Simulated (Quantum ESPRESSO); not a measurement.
# SiC (P6_3mc) in Quantum ESPRESSO: a series of runs, part 2 of 2

Quantum ESPRESSO 7.5. Earlier steps stand in the parts before.

## Step 3: Band structure, OLYP

Input file pw.in:

```
&CONTROL
  calculation = 'scf'
  prefix = 'pwscf'
  outdir = './tmp'
  pseudo_dir = './pseudo'
  tprnfor = .true.
  tstress = .true.
  disk_io = 'low'
/
&SYSTEM
  ibrav = 0
  celldm(1) = 8
  nat = 8
  ntyp = 2
  ecutwfc = 82
  nbnd = 24
  input_dft = 'XC-000I-000I-110L-131L-000I-000I'
  occupations = 'smearing'
  smearing = 'fd'
  degauss = 0.00367493
/
&ELECTRONS
  conv_thr = 1.6d-09
  electron_maxstep = 120
  mixing_beta = 0.5
/
ATOMIC_SPECIES
Si    28.0850 Si.upf
C     12.0110 C.upf
CELL_PARAMETERS alat
  0.7265274482558   0.0000000000000   0.0000000000000
 -0.3632637241161   0.6291912267336   0.0000000000000
  0.0000000000000   0.0000000000000   2.3788454681408
ATOMIC_POSITIONS crystal
Si     0.0000000000    0.0000000000    0.1878943800
Si     0.0000000000    0.0000000000    0.6878943800
Si     0.3333333333    0.6666666667    0.4378419800
Si     0.6666666667    0.3333333333    0.9378419800
C      0.0000000000    0.0000000000    0.0004600500
C      0.0000000000    0.0000000000    0.5004600500
C      0.3333333333    0.6666666667    0.2498025900
C      0.6666666667    0.3333333333    0.7498025900
K_POINTS automatic
10 10 3 0 0 0
```

Input file bands.in:

```
&CONTROL
  calculation = 'bands'
  prefix = 'pwscf'
  outdir = './tmp'
  pseudo_dir = './pseudo'
  disk_io = 'low'
  verbosity = 'high'
/
&SYSTEM
  ibrav = 0
  celldm(1) = 8
  nat = 8
  ntyp = 2
  ecutwfc = 82
  nbnd = 24
  input_dft = 'XC-000I-000I-110L-131L-000I-000I'
  occupations = 'smearing'
  smearing = 'fd'
  degauss = 0.00367493
/
&ELECTRONS
  conv_thr = 1d-08
  electron_maxstep = 120
  mixing_beta = 0.5
  diago_full_acc = .true.
  startingwfc = 'random'
/
ATOMIC_SPECIES
Si    28.0850 Si.upf
C     12.0110 C.upf
CELL_PARAMETERS alat
  0.7265274482558   0.0000000000000   0.0000000000000
 -0.3632637241161   0.6291912267336   0.0000000000000
  0.0000000000000   0.0000000000000   2.3788454681408
ATOMIC_POSITIONS crystal
Si     0.0000000000    0.0000000000    0.1878943800
Si     0.0000000000    0.0000000000    0.6878943800
Si     0.3333333333    0.6666666667    0.4378419800
Si     0.6666666667    0.3333333333    0.9378419800
C      0.0000000000    0.0000000000    0.0004600500
C      0.0000000000    0.0000000000    0.5004600500
C      0.3333333333    0.6666666667    0.2498025900
C      0.6666666667    0.3333333333    0.7498025900
K_POINTS crystal
60
 0.0000000000  0.0000000000  0.0000000000 1
 0.0555555556  0.0000000000  0.0000000000 1
 0.1111111111  0.0000000000  0.0000000000 1
 0.1666666667  0.0000000000  0.0000000000 1
 0.2222222222  0.0000000000  0.0000000000 1
 0.2777777778  0.0000000000  0.0000000000 1
 0.3333333333  0.0000000000  0.0000000000 1
 0.3888888889  0.0000000000  0.0000000000 1
 0.4444444444  0.0000000000  0.0000000000 1
 0.5000000000  0.0000000000  0.0000000000 1
 0.4666666667  0.0666666667  0.0000000000 1
 0.4333333333  0.1333333333  0.0000000000 1
 0.4000000000  0.2000000000  0.0000000000 1
 0.3666666667  0.2666666667  0.0000000000 1
 0.3333333333  0.3333333333  0.0000000000 1
 0.3000000000  0.3000000000  0.0000000000 1
 0.2666666667  0.2666666667  0.0000000000 1
 0.2333333333  0.2333333333  0.0000000000 1
 0.2000000000  0.2000000000  0.0000000000 1
 0.1666666667  0.1666666667  0.0000000000 1
 0.1333333333  0.1333333333  0.0000000000 1
 0.1000000000  0.1000000000  0.0000000000 1
 0.0666666667  0.0666666667  0.0000000000 1
 0.0333333333  0.0333333333  0.0000000000 1
 0.0000000000  0.0000000000  0.0000000000 1
 0.0000000000  0.0000000000  0.2500000000 1
 0.0000000000  0.0000000000  0.5000000000 1
 0.0555555556  0.0000000000  0.5000000000 1
 0.1111111111  0.0000000000  0.5000000000 1
 0.1666666667  0.0000000000  0.5000000000 1
 0.2222222222  0.0000000000  0.5000000000 1
 0.2777777778  0.0000000000  0.5000000000 1
 0.3333333333  0.0000000000  0.5000000000 1
 0.3888888889  0.0000000000  0.5000000000 1
 0.4444444444  0.0000000000  0.5000000000 1
 0.5000000000  0.0000000000  0.5000000000 1
 0.4666666667  0.0666666667  0.5000000000 1
 0.4333333333  0.1333333333  0.5000000000 1
 0.4000000000  0.2000000000  0.5000000000 1
 0.3666666667  0.2666666667  0.5000000000 1
 0.3333333333  0.3333333333  0.5000000000 1
 0.3076923077  0.3076923077  0.5000000000 1
 0.2820512821  0.2820512821  0.5000000000 1
 0.2564102564  0.2564102564  0.5000000000 1
 0.2307692308  0.2307692308  0.5000000000 1
 0.2051282051  0.2051282051  0.5000000000 1
 0.1794871795  0.1794871795  0.5000000000 1
 0.1538461538  0.1538461538  0.5000000000 1
 0.1282051282  0.1282051282  0.5000000000 1
 0.1025641026  0.1025641026  0.5000000000 1
 0.0769230769  0.0769230769  0.5000000000 1
 0.0512820513  0.0512820513  0.5000000000 1
 0.0256410256  0.0256410256  0.5000000000 1
 0.0000000000  0.0000000000  0.5000000000 1
 0.5000000000  0.0000000000  0.5000000000 1
 0.5000000000  0.0000000000  0.2500000000 1
 0.5000000000  0.0000000000  0.0000000000 1
 0.3333333333  0.3333333333  0.0000000000 1
 0.3333333333  0.3333333333  0.2500000000 1
 0.3333333333  0.3333333333  0.5000000000 1
```

Potentials or basis: PseudoDojo 0.4.1 SR PBE standard.

Run with:

```console
> OMP_NUM_THREADS=1 pw.x -in pw.in > pw.out
> OMP_NUM_THREADS=1 pw.x -in bands.in > bands.out
```

pw.out:

```text
This program is part of the open-source Quantum ESPRESSO suite
     for quantum simulation of materials; please cite
         "P. Giannozzi et al., J. Phys.:Condens. Matter 21 395502 (2009);
         "P. Giannozzi et al., J. Phys.:Condens. Matter 29 465901 (2017);
         "P. Giannozzi et al., J. Chem. Phys. 152 154105 (2020);
     in publications or presentations arising from this work. More details at

     IMPORTANT: XC functional enforced from input :
     Exchange-correlation= XC-000I-000I-110L-131L-000I-000I
                           (   0   0 110 131   0   0   0)
     Any further DFT definition will be discarded
     Please, verify this is what you really want

     Message from routine setup:
     using ibrav=0 with symmetry is DISCOURAGED, use correct ibrav instead

     G-vector sticks info
     --------------------
     sticks:   dense  smooth     PW     G-vecs:    dense   smooth      PW
     Sum         757     757    211                55837    55837    8561

     Using Slab Decomposition

     bravais-lattice index     =            0
     lattice parameter (alat)  =       8.0000  a.u.
     unit-cell volume          =     556.7637 (a.u.)^3
     number of atoms/cell      =            8
     number of atomic types    =            2
     number of electrons       =        32.00
     number of Kohn-Sham states=           24
     kinetic-energy cutoff     =      82.0000  Ry
     charge density cutoff     =     328.0000  Ry
     scf convergence threshold =      1.6E-09
     mixing beta               =       0.5000
     number of iterations used =            8  plain     mixing
     Exchange-correlation= XC-000I-000I-110L-131L-000I-000I
                           (   0   0 110 131   0   0   0)

     celldm(1)=   8.000000  celldm(2)=   0.000000  celldm(3)=   0.000000
     celldm(4)=   0.000000  celldm(5)=   0.000000  celldm(6)=   0.000000

     crystal axes: (cart. coord. in units of alat)
               a(1) = (   0.726527   0.000000   0.000000 )
               a(2) = (  -0.363264   0.629191   0.000000 )
               a(3) = (   0.000000   0.000000   2.378845 )

     reciprocal axes: (cart. coord. in units 2 pi/alat)
               b(1) = (  1.376410  0.794671 -0.000000 )
               b(2) = (  0.000000  1.589342  0.000000 )
               b(3) = (  0.000000 -0.000000  0.420372 )

     PseudoPot. # 1 for Si read from file:
     Si.upf
     Pseudo is Norm-conserving + core correction, Zval =  4.0
     Generated using ONCVPSP code by D. R. Hamann
[... 88 lines left out ...]
     ethr =  1.00E-02,  avg # of iterations =  4.2

     total energy              =     -81.55157418 Ry
     estimated scf accuracy    <       1.80589097 Ry
[... 26 lines left out ...]
     total energy              =     -81.98315504 Ry
     estimated scf accuracy    <       0.00028525 Ry

     iteration #  6     ecut=    82.00 Ry     beta= 0.50
     Davidson diagonalization with overlap
     c_bands:  1 eigenvalues not converged
     ethr =  8.91E-07,  avg # of iterations =  8.3

     total energy              =     -81.98329688 Ry
     estimated scf accuracy    <       0.00021314 Ry

     iteration #  7     ecut=    82.00 Ry     beta= 0.50
     Davidson diagonalization with overlap
     ethr =  6.66E-07,  avg # of iterations =  2.1
[... 25 lines left out ...]
     iteration # 11     ecut=    82.00 Ry     beta= 0.50
     Davidson diagonalization with overlap
     ethr =  1.27E-11,  avg # of iterations =  2.0

     End of self-consistent calculation

          k = 0.0000 0.0000 0.0000 (  6985 PWs)   bands (ev):

    -5.8841  -4.7114  -4.6731  -2.3405   1.0163   5.2220   5.2637   8.3956
     8.3956   8.8568   8.8568   8.9988   8.9988   9.5308   9.5820   9.5820
    14.7657  15.3343  15.9874  16.0014  16.6144  16.6146  16.6562  17.0364
[... 51 lines left out ...]
    -3.1923  -2.8493  -1.6603  -1.0714   1.7177   1.9895   2.8127   3.5834
     4.7171   5.8660   6.5796   6.8795   7.2690   7.8855   7.8862   8.3640
    12.4370  12.5584  13.9645  14.6041  15.2935  16.1240  17.0612  17.3929

          k = 0.0000-0.7947 0.0000 (  6966 PWs)   bands (ev):

    -2.4885  -1.9504  -1.7037  -0.9671   1.0808   1.3755   2.5787   2.9823
     4.7122   5.5303   6.3399   7.1992   7.2305   7.3695   8.0114   8.4592
    11.9493  12.0784  13.9494  14.4549  15.0033  15.4630  16.8462  17.3200

          k = 0.0000-0.7947 0.1401 (  6950 PWs)   bands (ev):

    -2.4045  -2.1771  -1.4506  -1.1284   1.3188   1.5939   2.2085   2.5465
     5.3331   5.9073   6.4444   6.7477   7.0066   7.5102   7.7677   8.2551
    12.2595  12.2899  13.7236  14.3370  15.4080  15.7170  17.1974  17.2763

          k = 0.1376 0.2384 0.0000 (  7009 PWs)   bands (ev):
[... 91 lines left out ...]
    -1.8026  -1.5822  -1.0846  -0.9884   2.0678   2.3388   2.3775   2.8807
     3.8874   4.0612   4.8536   5.1352   6.0360   6.9492   7.1987   7.5282
    13.1413  13.2905  15.3487  16.1451  16.3349  17.1123  18.2781  18.4854

     the Fermi energy is    10.7692 ev

!    total energy              =     -81.98334953 Ry
     estimated scf accuracy    <          2.8E-10 Ry
     smearing contrib. (-TS)   =      -0.00000000 Ry
     internal energy E=F+TS    =     -81.98334953 Ry

     The total energy is F=E-TS. E is the sum of the following terms:
     one-electron contribution =      22.36301904 Ry
     hartree contribution      =       9.53997968 Ry
     xc contribution           =     -30.13307674 Ry
     ewald contribution        =     -83.75327150 Ry

     convergence has been achieved in  11 iterations

     Forces acting on atoms (cartesian axes, Ry/au):

     atom    1 type  1   force =    -0.00000000   -0.00000000    0.00049073
     atom    2 type  1   force =    -0.00000000   -0.00000000    0.00049073
     atom    3 type  1   force =     0.00000000    0.00000000   -0.00017470
     atom    4 type  1   force =     0.00000000   -0.00000000   -0.00017470
     atom    5 type  2   force =     0.00000000    0.00000000   -0.00065755
     atom    6 type  2   force =    -0.00000000   -0.00000000   -0.00065755
     atom    7 type  2   force =     0.00000000    0.00000000    0.00034151
     atom    8 type  2   force =     0.00000000    0.00000000    0.00034151

     Total force =     0.001281     Total SCF correction =     0.000004

     Computing stress (Cartesian axis) and pressure

          total   stress  (Ry/bohr**3)                   (kbar)     P=      -15.84
  -0.00010033   0.00000000   0.00000000          -14.76        0.00        0.00
   0.00000000  -0.00010033   0.00000000            0.00      -14.76        0.00
  -0.00000000  -0.00000000  -0.00012228           -0.00       -0.00      -17.99

=------------------------------------------------------------------------------=
   JOB DONE.
=------------------------------------------------------------------------------=
```

Wall time 5 min (1 thread of Arm Neoverse V2, shared host); peak memory 0.21 GiB.

Results:

* Free energy: -1115.4403 eV
* Pressure: -1.6 GPa
* Largest force: 0.017 eV/Å
* Band gap on the k mesh: 2.37 eV, indirect (least direct gap 3.49 eV)
* Band gap along the path: 2.37 eV, indirect (least direct gap 3.49 eV)

Forces on the atoms (eV/Å):
```
Si   0.000  0.000  0.013
Si   0.000  0.000  0.013
Si   0.000  0.000 -0.004
Si   0.000  0.000 -0.004
C    0.000  0.000 -0.017
C    0.000  0.000 -0.017
C    0.000  0.000  0.009
C    0.000  0.000  0.009
```

Levels at the corners of the path, in eV from the valence-band top:
```tsv
point	band 12	band 13	band 14	band 15	band 16	band 17	band 18	band 19	band 20	band 21
Γ	-0.58	-0.58	-0.05	0.00	0.00	5.18	5.75	6.41	6.42	7.03
M	-2.38	-2.35	-2.21	-1.57	-1.12	2.37	2.50	4.37	4.87	5.42
K	-4.34	-3.97	-2.84	-2.84	-1.67	4.12	4.12	5.27	5.72	5.72
Γ	-0.58	-0.58	-0.05	0.00	0.00	5.18	5.75	6.41	6.42	7.03
A	-1.04	-0.21	-0.21	-0.21	-0.21	5.39	5.39	6.87	6.87	7.13
L	-3.01	-2.47	-2.47	-1.55	-1.55	2.78	2.78	4.35	4.35	6.24
H	-4.97	-2.74	-2.74	-2.44	-2.44	3.40	3.40	6.76	6.76	6.85
A	-1.04	-0.21	-0.21	-0.21	-0.21	5.39	5.39	6.87	6.87	7.13
L	-3.01	-2.47	-2.47	-1.55	-1.55	2.78	2.78	4.35	4.35	6.24
M	-2.38	-2.35	-2.21	-1.57	-1.12	2.37	2.50	4.37	4.87	5.42
K	-4.34	-3.97	-2.84	-2.84	-1.67	4.12	4.12	5.27	5.72	5.72
H	-4.97	-2.74	-2.74	-2.44	-2.44	3.40	3.40	6.76	6.76	6.85
```

Caveat: the potentials were made for another functional, which shifts forces and pressure; some levels on the path didn't converge.

## Step 4: Band structure, SOGGA

Changes to pw.in since step 3:

```diff
@@ -16,3 +16,3 @@
   nbnd = 24
-  input_dft = 'XC-000I-000I-110L-131L-000I-000I'
+  input_dft = 'XC-000I-000I-150L-130L-000I-000I'
   occupations = 'smearing'
```

Changes to bands.in since step 3:

```diff
@@ -15,3 +15,3 @@
   nbnd = 24
-  input_dft = 'XC-000I-000I-110L-131L-000I-000I'
+  input_dft = 'XC-000I-000I-150L-130L-000I-000I'
   occupations = 'smearing'
```

Run with:

```console
> OMP_NUM_THREADS=1 pw.x -in pw.in > pw.out
> OMP_NUM_THREADS=1 pw.x -in bands.in > bands.out
```

Run time: 4.7 min. Hardware: 1 thread of Arm Neoverse V2, shared host; peak memory 0.21 GiB.

Results (log left out):

* Free energy: -1112.3250 eV
* Pressure: 0.0 GPa
* Largest force: 0.009 eV/Å
* Band gap on the k mesh: 2.00 eV, indirect (least direct gap 3.14 eV)
* Band gap along the path: 2.00 eV, indirect (least direct gap 3.14 eV)

Forces in eV/Å, atoms in the order of the input:
```
Si   0.000  0.000  0.004
Si   0.000  0.000  0.004
Si   0.000  0.000 -0.009
Si   0.000  0.000 -0.009
C    0.000  0.000 -0.002
C    0.000  0.000 -0.002
C    0.000  0.000  0.007
C    0.000  0.000  0.007
```

Stress tensor (GPa, compression positive):
```
 0.10  0.00  0.00
 0.00  0.10  0.00
 0.00  0.00 -0.07
```

Levels at the corners of the path, in eV from the valence-band top:
| point | band 14 | band 15 | band 16 | band 17 | band 18 | band 19 |
| --- | --- | --- | --- | --- | --- | --- |
| Γ | -0.05 | 0.00 | 0.00 | 4.97 | 5.55 | 6.14 |
| M | -2.26 | -1.61 | -1.13 | 2.00 | 2.14 | 4.03 |
| K | -2.94 | -2.94 | -1.69 | 3.77 | 3.77 | 5.03 |
| Γ | -0.05 | 0.00 | 0.00 | 4.97 | 5.55 | 6.14 |
| A | -0.21 | -0.21 | -0.21 | 5.18 | 5.18 | 6.62 |
| L | -2.57 | -1.58 | -1.58 | 2.43 | 2.43 | 4.03 |
| H | -2.80 | -2.50 | -2.50 | 3.01 | 3.01 | 6.55 |
| A | -0.21 | -0.21 | -0.21 | 5.18 | 5.18 | 6.62 |
| L | -2.57 | -1.58 | -1.58 | 2.43 | 2.43 | 4.03 |
| M | -2.26 | -1.61 | -1.13 | 2.00 | 2.14 | 4.03 |
| K | -2.94 | -2.94 | -1.69 | 3.77 | 3.77 | 5.03 |
| H | -2.80 | -2.50 | -2.50 | 3.01 | 3.01 | 6.55 |

Caveat: the potentials were made for another functional, which shifts forces and pressure; SOGGA exchange is joined with the correlation of PBE here; some levels on the path didn't converge.

## Step 5: Overview

```tsv
level	gap on the mesh (eV)	pressure (GPa)	largest force (eV/Å)
WC	2.13	2.0	0.01
OLYP	2.37	-1.6	0.02
SOGGA	2.00	0.0	0.01
```

Alike in all rows: task band structure; potentials or basis PseudoDojo 0.4.1 SR PBE standard; no spin polarisation; cell as given; k mesh 10 × 10 × 3; cutoff (eV) 1116; smearing fermi-dirac 0.05 eV.

On the cell as given the gap runs from 2.00 eV (SOGGA) to 2.37 eV (OLYP). The pressure there spans -1.6 GPa (OLYP) to 2.0 GPa (WC); a positive pressure means that this level wants a larger cell, a negative one a smaller.

Caveats: the potentials were made for another functional, which shifts forces and pressure; some levels on the path didn't converge; SOGGA exchange is joined with the correlation of PBE here (some runs).

Total energies depend on the potentials used, so only differences within one code and one set of settings carry meaning.
